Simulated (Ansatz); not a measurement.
Crystal: BP.

```
P B
1.0
     0.00000    2.26900    2.26900
     2.26900    0.00000    2.26900
     2.26900    2.26900    0.00000
P B
1 1
Direct
  0.75000 0.75000 0.75000
  0.00000 0.00000 0.00000
```

* Program: Ansatz 0.2.0
* Task: relaxation of cell and atoms
* Functional: RPBE
* Dispersion: D3(BJ)
* Potentials or basis: Ansatz PAW
* Cutoff: 420 eV (not typed: the program's choice for these potentials)
* k mesh: 10 × 10 × 10
* Occupations: fermi-dirac, width 0.05 eV
* Spin: no spin polarisation

At the start: volume 11.68 Å³/atom.

**Question.** Where does the relaxation end?

**Answer.** It ends after 8 steps and the volume is 10.60 Å³/atom (-9.3 %); space group F-43m (No. 216, to 0.05 Å).

Step by step:
```tsv
step	energy change (eV)	largest force (eV/Å)	volume (Å³)
1	0.0000	0.0000	23.36
2	-0.0852	0.0000	22.20
3	-0.1108	0.0000	21.06
4	-0.1113	0.0000	21.22
5	-0.1113	0.0000	21.21
6	-0.1102	0.0000	21.21
7	-0.1102	0.0000	21.20
8	-0.1102	0.0000	21.20
```

Final structure:
```
P B
1.0
     0.00000    2.19670    2.19670
     2.19670    0.00000    2.19670
     2.19670    2.19670    0.00000
P B
1 1
Direct
  0.75000 0.75000 0.75000
  0.00000 0.00000 0.00000
```

Caveat: the plane-wave basis is chosen anew once the cell has moved, so the energies of steps on either side of that aren't comparable; the PAW data sets come from PBE, with cores solved anew for the run's functional, which leaves a small shift of forces and pressure.
